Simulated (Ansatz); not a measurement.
Here is the system:

GeTe (alpha-GeTe type, space group R3m)

```xyz
4
Lattice="4.2266 2.4402 7.2798 -2.1133 1.2201 3.6399 0.0000 -2.4402 3.6399" Properties=species:S:1:pos:R:3 pbc="T T T"
Ge     0.0000     0.0000     2.5578
Ge     2.1133     1.2201     6.1977
Te     0.0000     0.0000     8.3620
Te     2.1133     1.2201    12.0019
```

In this cell atom 3 (Te, nearest neighbour Ge at 2.852 Å; its periodic images, 4.2 Å or more away, move with it) is moved by s towards the nearest neighbour, unit vector (0.741, -0.428, 0.517); all other atoms and the cell stay fixed.

Method: PBE (plane waves to 420 eV, PAW, scalar-relativistic; Ansatz, a quantum-chemistry and plane-wave program). k mesh 4×8×8 (Γ-centred), Fermi-Dirac smearing 0.05 eV. The energy includes the smearing's −TS. GeTe was relaxed with its symmetry unable to fall. Spin-orbit coupling is left out, though Te is heavy. The zero of ΔE is the undisplaced structure.

The scan covers s from -0.290 to 0.290 Å in 11 points.

### Question
Is this a single well or a double well?

### Answer
A single well with its minimum at or next to zero displacement.

### Question
Is the energy the same for displacements of ±0.290 Å, and if not, which side lies higher?

### Answer
Not even: the positive side lies higher at ±0.290 Å. With its periodic images moving along, the atom's site symmetry in this cell is m.

### Question
What is the energy change at s = 0.290 Å?

### Answer
206.1 meV/cell.

### Question
What force acts on the atom along the line at s = -0.290 Å?

### Answer
0.774 eV/Å.

(A displaced cell: forces are minus the slopes of the energy, force constants its curvatures, and phonons follow from these.)
